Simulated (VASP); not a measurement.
# CuI in VASP: one cell, several levels of theory

An exercise on one series of results from a longer session: the logs are not shown, and one member is left open.

Code: VASP 6.6.1. PAW datasets, plane waves. These are computed values for a spin-unpolarised cell that may be hypothetical; none is a measurement.

### The structure to begin with

The cell comes from an earlier relaxation with r2SCAN in another program.

It is cubic, Fm-3m (No. 225); conventional cell a = 5.712 Å, 23.30 Å³ an atom. Cu has 6 I at 2.86 Å; I has 6 Cu at 2.86 Å.

As a file:

Space group Fm-3m (No. 225). a = 5.712 Å, b = 5.712 Å, c = 5.712 Å, α = 90.00°, β = 90.00°, γ = 90.00°
```
atom  site  symmetry       x       y       z
  Cu    4a      m-3m  0.0000  0.0000  0.0000
   I    4b      m-3m  0.5000  0.0000  0.0000
```

The first run:

INCAR

```
ENCUT = 520.000000
SIGMA = 0.020000
EDIFF = 1.00e-07
GGA = PE
PREC = Accurate
IBRION = -1
ISIF = 2
ISMEAR = -1
NBANDS = 16
NELM = 120
NSW = 0
LASPH = .TRUE.
LCHARG = .FALSE.
LWAVE = .FALSE.
LREAL = .FALSE.
```

KPOINTS

```
KPOINTS created by Atomic Simulation Environment
0
Gamma
8 8 8
0 0 0
```

KPOINTS_OPT

```
special points
6
Reciprocal
0.0000000000 0.0000000000 0.0000000000 1
0.5000000000 0.0000000000 0.5000000000 1
0.5000000000 0.2500000000 0.7500000000 1
0.3750000000 0.3750000000 0.7500000000 1
0.5000000000 0.5000000000 0.5000000000 1
0.6250000000 0.2500000000 0.6250000000 1
```

POSCAR

```
Cu I
 1.0000000000000000
    -0.0000000000000000    2.8561104274992553    2.8561104274992553
     2.8561104274992553   -0.0000000000000000    2.8561104274992553
     2.8561104274992553    2.8561104274992553   -0.0000000000000000
 Cu  I
   1   1
Cartesian
 -0.0000000000000000 -0.0000000000000000 -0.0000000000000000
  2.8561104274992553  2.8561104274992553  2.8561104274992553
```

Potentials: the recommended PBE PAW datasets, 18 valence electrons in the neutral cell.

On the command line:

```sh
$ mpirun -np 1 vasp_std
```

Among the steps run: Single point with PBE; r2SCAN at this geometry; Single point with LDA; PBEsol at this geometry; Single point with PBE+SOC.

One table of the session follows, with a row left open; its other results are not shown here.

```
  level  gap (eV)  pressure (GPa)  Ansatz: gap (eV)  Ansatz: pressure (GPa)
    PBE     -0.47            0.73             -0.48                    0.68
 r2SCAN         ?               ?                 ?                       ?
    LDA     -0.54           -5.05             -0.57                   -5.16
 PBEsol     -0.53           -3.00             -0.54                   -3.09
PBE+SOC     -0.64            0.79             -0.65                    0.76
```

Q: Estimate the row for r2SCAN from the others.

As computed: gap (eV): -0.11; pressure (GPa): -0.05; Ansatz: gap (eV): -0.11; Ansatz: pressure (GPa): -0.01. In the column «gap (eV)» it is the highest.

A negative gap is an overlap of bands.

No gap over 0.02 eV opens at any of these levels. Leaving spin-orbit runs aside: The pressure is highest with PBE (0.7 GPa) and lowest with LDA (-5.0 GPa), which orders the cells that they would relax to. Each program uses its own PAW datasets and cutoff. VASP's cell holds 18 valence electrons and Ansatz's 36. LDA means the Perdew–Zunger form in VASP and the Perdew–Wang form in Ansatz.
